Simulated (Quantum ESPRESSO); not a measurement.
# KBr (P1) in Quantum ESPRESSO: reference runs

Reference runs on KBr: the cell as given.

Everything below comes from runs of Quantum ESPRESSO 7.5. Logs are shortened: lines on timing, memory, paths and dates and some standing lists are left out, and cuts for length are marked.

## 1. Starting point

The typed cell holds 2 atoms: a = 4.656 Å, b = 4.656 Å, c = 4.656 Å, α = 60.00°, β = 60.00°, γ = 60.00°.

## 2. Single point, PBE

Input file pw.in:

```
&CONTROL
  calculation = 'scf'
  prefix = 'pwscf'
  outdir = './tmp'
  pseudo_dir = './pseudo'
  tprnfor = .true.
  tstress = .true.
  disk_io = 'low'
/
&SYSTEM
  ibrav = 0
  nat = 2
  ntyp = 2
  ecutwfc = 60
  ecutrho = 480
  nbnd = 14
  occupations = 'smearing'
  smearing = 'fd'
  degauss = 0.00367493
/
&ELECTRONS
  conv_thr = 4d-10
  electron_maxstep = 120
  mixing_beta = 0.5
/
ATOMIC_SPECIES
K     39.0983 K.pbe-spn-kjpaw_psl.1.0.0.UPF
Br    79.9040 br_pbe_v1.4.uspp.F.UPF
CELL_PARAMETERS angstrom
   0.0000000000    3.2925000000    3.2925000000
   3.2925000000    0.0000000000    3.2925000000
   3.2925000000    3.2925000000    0.0000000000
ATOMIC_POSITIONS crystal
K      0.9954144400    0.0010548800    0.0088780400
Br     0.5045855600    0.4989451200    0.4911219600
K_POINTS automatic
7 7 7 0 0 0
```

Input file pp_density.in:

```
&INPUTPP
  prefix = 'pwscf'
  outdir = './tmp'
  filplot = 'density.dat'
  plot_num = 0
/
&PLOT
  nfile = 1
  filepp(1) = 'density.dat'
  iflag = 3
  output_format = 6
  fileout = 'density.cube'
/
```

Input file pp_potential.in:

```
&INPUTPP
  prefix = 'pwscf'
  outdir = './tmp'
  filplot = 'potential.dat'
  plot_num = 11
/
&PLOT
  nfile = 1
  filepp(1) = 'potential.dat'
  iflag = 3
  output_format = 6
  fileout = 'potential.cube'
/
```

Potentials or basis: SSSP 1.3 efficiency PBE.

On the command line:

```bash
$ OMP_NUM_THREADS=1 pw.x -in pw.in > pw.out
$ OMP_NUM_THREADS=1 pp.x -in pp_density.in > pp_density.out
$ OMP_NUM_THREADS=1 pp.x -in pp_potential.in > pp_potential.out
```

pw.out:

```text
This program is part of the open-source Quantum ESPRESSO suite
     for quantum simulation of materials; please cite
         "P. Giannozzi et al., J. Phys.:Condens. Matter 21 395502 (2009);
         "P. Giannozzi et al., J. Phys.:Condens. Matter 29 465901 (2017);
         "P. Giannozzi et al., J. Chem. Phys. 152 154105 (2020);
     in publications or presentations arising from this work. More details at

     file K.pbe-spn-kjpaw_psl.1.0.0.UPF: wavefunction(s)  3S renormalized

     G-vector sticks info
     --------------------
     sticks:   dense  smooth     PW     G-vecs:    dense   smooth      PW
     Sum        2563    1285    367                85515    30395    4693

     Using Slab Decomposition

     bravais-lattice index     =            0
     lattice parameter (alat)  =       8.7991  a.u.
     unit-cell volume          =     481.7303 (a.u.)^3
     number of atoms/cell      =            2
     number of atomic types    =            2
     number of electrons       =        16.00
     number of Kohn-Sham states=           14
     kinetic-energy cutoff     =      60.0000  Ry
     charge density cutoff     =     480.0000  Ry
     scf convergence threshold =      4.0E-10
     mixing beta               =       0.5000
     number of iterations used =            8  plain     mixing
     Exchange-correlation=  SLA  PW   PBX  PBC
                           (   1   4   3   4   0   0   0)

     celldm(1)=   8.799128  celldm(2)=   0.000000  celldm(3)=   0.000000
     celldm(4)=   0.000000  celldm(5)=   0.000000  celldm(6)=   0.000000

     crystal axes: (cart. coord. in units of alat)
               a(1) = (   0.000000   0.707107   0.707107 )
               a(2) = (   0.707107   0.000000   0.707107 )
               a(3) = (   0.707107   0.707107   0.000000 )

     reciprocal axes: (cart. coord. in units 2 pi/alat)
               b(1) = ( -0.707107  0.707107  0.707107 )
               b(2) = (  0.707107 -0.707107  0.707107 )
               b(3) = (  0.707107  0.707107 -0.707107 )

     PseudoPot. # 1 for K  read from file:
     K.pbe-spn-kjpaw_psl.1.0.0.UPF
     Pseudo is Projector augmented-wave + core cor, Zval =  9.0
     Generated using "atomic" code by A. Dal Corso  v.5.1
     Shape of augmentation charge: PSQ
     Using radial grid of 1165 points,  6 beta functions with:
                l(1) =   0
                l(2) =   0
                l(3) =   1
                l(4) =   1
                l(5) =   2
                l(6) =   2
     Q(r) pseudized with 0 coefficients

     PseudoPot. # 2 for Br read from file:
     br_pbe_v1.4.uspp.F.UPF
     Pseudo is Ultrasoft + core correction, Zval =  7.0
     Generated by new atomic code, or converted to UPF format
     Using radial grid of  879 points,  6 beta functions with:
                l(1) =   0
                l(2) =   0
                l(3) =   1
                l(4) =   1
                l(5) =   2
                l(6) =   2
     Q(r) pseudized with  8 coefficients,  rinner =    1.100   1.100   1.100
                                                       1.100   1.100

     atomic species   valence    mass     pseudopotential
     K                 9.00    39.09830     K ( 1.00)
     Br                7.00    79.90400     Br( 1.00)

     No symmetry found

   Cartesian axes

     site n.     atom                  positions (alat units)
         1        K      tau(   1) = (   0.0070236   0.7101420   0.7046102  )
         2        Br     tau(   2) = (   0.7000831   0.7040715   0.7096033  )

     number of k points=   172  Fermi-Dirac smearing, width (Ry)=  0.0037

     Number of k-points >= 100: set verbosity='high' to print them.

     Dense  grid:    85515 G-vectors     FFT dimensions: (  64,  64,  64)

     Smooth grid:    30395 G-vectors     FFT dimensions: (  45,  45,  45)

     Initial potential from superposition of free atoms

     starting charge      15.9811, renormalised to      16.0000
     Starting wfcs are   12 randomized atomic wfcs +    2 random wfcs

     Self-consistent Calculation

     iteration #  1     ecut=    60.00 Ry     beta= 0.50
     Davidson diagonalization with overlap
     ethr =  1.00E-02,  avg # of iterations =  6.6

     Threshold (ethr) on eigenvalues was too large:
     Diagonalizing with lowered threshold

     Davidson diagonalization with overlap
     ethr =  2.93E-04,  avg # of iterations =  4.4

     total energy              =    -160.10741007 Ry
     estimated scf accuracy    <       0.04573421 Ry

     iteration #  2     ecut=    60.00 Ry     beta= 0.50
     Davidson diagonalization with overlap
     ethr =  2.86E-04,  avg # of iterations =  2.4

     total energy              =    -160.11669953 Ry
     estimated scf accuracy    <       0.00229174 Ry

     iteration #  3     ecut=    60.00 Ry     beta= 0.50
     Davidson diagonalization with overlap
     ethr =  1.43E-05,  avg # of iterations =  6.3

     total energy              =    -160.11716431 Ry
     estimated scf accuracy    <       0.00056256 Ry

     iteration #  4     ecut=    60.00 Ry     beta= 0.50
     Davidson diagonalization with overlap
     ethr =  3.52E-06,  avg # of iterations =  3.7

     total energy              =    -160.11723035 Ry
     estimated scf accuracy    <       0.00000944 Ry

     iteration #  5     ecut=    60.00 Ry     beta= 0.50
     Davidson diagonalization with overlap
     c_bands:  1 eigenvalues not converged
     ethr =  5.90E-08,  avg # of iterations =  2.9

     total energy              =    -160.11723465 Ry
     estimated scf accuracy    <       0.00000135 Ry

     iteration #  6     ecut=    60.00 Ry     beta= 0.50
     Davidson diagonalization with overlap
     ethr =  8.43E-09,  avg # of iterations =  2.1

     total energy              =    -160.11723501 Ry
     estimated scf accuracy    <       0.00000007 Ry

     iteration #  7     ecut=    60.00 Ry     beta= 0.50
     Davidson diagonalization with overlap
     ethr =  4.61E-10,  avg # of iterations =  2.2

     total energy              =    -160.11723502 Ry
     estimated scf accuracy    <       0.00000001 Ry

     iteration #  8     ecut=    60.00 Ry     beta= 0.50
     Davidson diagonalization with overlap
     ethr =  6.60E-11,  avg # of iterations =  2.1

     End of self-consistent calculation

     Number of k-points >= 100: set verbosity='high' to print the bands.

     the Fermi energy is     2.7884 ev

!    total energy              =    -160.11723503 Ry
     estimated scf accuracy    <          3.3E-10 Ry
     smearing contrib. (-TS)   =      -0.00000000 Ry
     internal energy E=F+TS    =    -160.11723503 Ry

     The total energy is F=E-TS. E is the sum of the following terms:
     one-electron contribution =     -27.59192006 Ry
     hartree contribution      =      19.30265336 Ry
     xc contribution           =     -37.48884253 Ry
     ewald contribution        =     -58.92082099 Ry
     one-center paw contrib.   =     -55.41830481 Ry

     convergence has been achieved in   8 iterations

     Forces acting on atoms (cartesian axes, Ry/au):

     atom    1 type  1   force =    -0.00325266   -0.00138205    0.00113633
     atom    2 type  2   force =     0.00325266    0.00138205   -0.00113633

     Total force =     0.005250     Total SCF correction =     0.000003

     Computing stress (Cartesian axis) and pressure

          total   stress  (Ry/bohr**3)                   (kbar)     P=        8.37
   0.00006043  -0.00000066   0.00000054            8.89       -0.10        0.08
  -0.00000066   0.00005534   0.00000023           -0.10        8.14        0.03
   0.00000054   0.00000023   0.00005496            0.08        0.03        8.08

=------------------------------------------------------------------------------=
   JOB DONE.
=------------------------------------------------------------------------------=
```

Wall time 1.7 min (1 thread of Intel Xeon 6975P-C (Granite Rapids), shared host); peak memory 0.48 GiB.

Results:

```
Free energy            : -2178.5060 eV
Pressure               : 0.8 GPa
Largest force          : 0.095 eV/Å
Band gap on the k mesh : 4.46 eV, direct
```

Forces on the atoms (eV/Å):
```
K   -0.084 -0.036  0.029
Br   0.084  0.036 -0.029
```

Stress tensor (GPa, compression positive):
```
 0.89 -0.01  0.01
-0.01  0.81  0.00
 0.01  0.00  0.81
```
